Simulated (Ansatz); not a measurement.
The elements of this relaxed trial crystal are hidden behind letters.

```
lattice vectors (Å)
   2.7659    0.0000    0.0000
   0.0000    2.7659    0.0000
   0.0000    0.0000   11.8493
fractional positions
X 0.0000 0.0000 0.0000
Z 0.5000 0.5000 0.1526
Z 0.5000 0.5000 0.8474
Z 0.0000 0.0000 0.3287
Z 0.0000 0.0000 0.6713
Z 0.5000 0.5000 0.5000
```

The calculation used DFT PBE, scalar-relativistic, plane waves, PAW (Ansatz 0.2.0). Cutoff 420 eV, Γ-centred 14×14×4 mesh (6-atom cell), Gaussian smearing of 0.10 eV, collinear spin.

| Quantity | Value |
| --- | --- |
| Space group | P4/mmm (No. 123) |
| Conventional cell | a = 2.766 Å, c = 11.849 Å |
| Volume per atom | 15.11 Å³ |
| Density | 18.89 g/cm³ |
| Formation energy | −0.10 eV/atom |
| Gap on the 14×14×4 mesh of the 6-atom cell | 0 eV (a metal) |
| Net moment per atom | 0.60 μB |

Energies are uncorrected and count from the elements' standard states at the same level.

**Question.** X is a d-block element of period 4 and Z is a d-block element of period 6. Which elements are they?

**Answer.** X = Fe, Z = Pt, so the formula is FePt5. Density times volume gives a mean mass of 18.89 × 15.11/1.6605 = 171.9 u per atom, and this set has 171.9 u. Fe is surrounded by 8 Pt at 2.66 Å and 4 Fe at 2.77 Å; Pt on a site of symmetry 4mm is surrounded by 4 Fe at 2.66 Å and 8 Pt at 2.77–2.86 Å; around Pt on a second site of symmetry 4mm lie 12 Pt at 2.77–2.86 Å; 1 more site not described. Other sets within the hints have nearly the same mass, so mass alone doesn't settle it; this one was computed.

Spin–orbit coupling, which can matter for Pt, is left out. The magnetic state reached may not be the lowest. Symmetry constrained the relaxation, so the result can be a saddle point.
